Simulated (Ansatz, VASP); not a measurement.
# One calculation of NaH, two programs

The input INCAR:

```
SYSTEM = NaH
ALGO = Normal
EDIFF = 1E-6
EDIFFG = -0.002
ENCUT = 600
GGA = PS
IBRION = 2
ISIF = 3
ISMEAR = -1
LASPH = .True.
LCHARG = .False.
LREAL = .False.
LWAVE = .False.
NELM = 60
NSW = 100
PREC = Accurate
SIGMA = 0.1
```

File KPOINTS:

```
k-points
0
Gamma
  16 16 16
  0 0 0
```

The input POSCAR:

```
NaH
1.0
    0.0000000000      2.4400000000      2.4400000000
    2.4400000000      0.0000000000      2.4400000000
    2.4400000000      2.4400000000      0.0000000000
Na H
1 1
Direct
    0.0000000000      0.0000000000      0.0000000000
    0.5000000000      0.5000000000      0.5000000000
```

Input for Ansatz:

```yaml
crystal:
  lattice:
    - [0.0, 2.44, 2.44]
    - [2.44, 0.0, 2.44]
    - [2.44, 2.44, 0.0]
  atoms:
    - { symbol: Na, position: [0.0, 0.0, 0.0] }
    - { symbol: H, position: [0.5, 0.5, 0.5] }
kpoints:
  mp_grid: { grid: [16, 16, 16] }
scf:
  occupations: { method: fermi_dirac, width: 0.1 }
hamiltonian:
  xc: pbesol
  pseudopotentials: { kind: paw }
relax:
  f_tol: 0.002
  max_steps: 80
  cell: {}
output:
  forces: true
  stress: true
```

Alike in both runs: task relaxation of cell and atoms; functional PBEsol; k mesh 16 × 16 × 16; occupations fermi-dirac, width 0.1 eV; no spin polarisation.

```csv
,VASP,Ansatz
version,VASP 6.6.1,Ansatz 0.2.0
potentials or method,"VASP PAW PBE potentials, release 64 (Na_pv, H)","PAW with Ansatz's default frozen-core files, scalar-relativistic"
plane-wave cutoff (eV),600,420
valence electrons in the cell,8,10
```

|  | VASP | Ansatz | Ansatz less VASP |
| --- | --- | --- | --- |
| relaxed volume (Å³/atom) | 13.76 | 13.75 | -0.010 |
| relaxed cell length with the largest relative difference (Å) | 3.389 | 3.388 | -0.0009 |
| energy change over the relaxation (meV/atom) | -3 | -3 | -0.1 |

The two sets of potentials don't hold the same shells in valence.

Caveats: the PAW data sets were made with another functional, which shifts forces and pressure a little (VASP). A k mesh can miss the band edges.
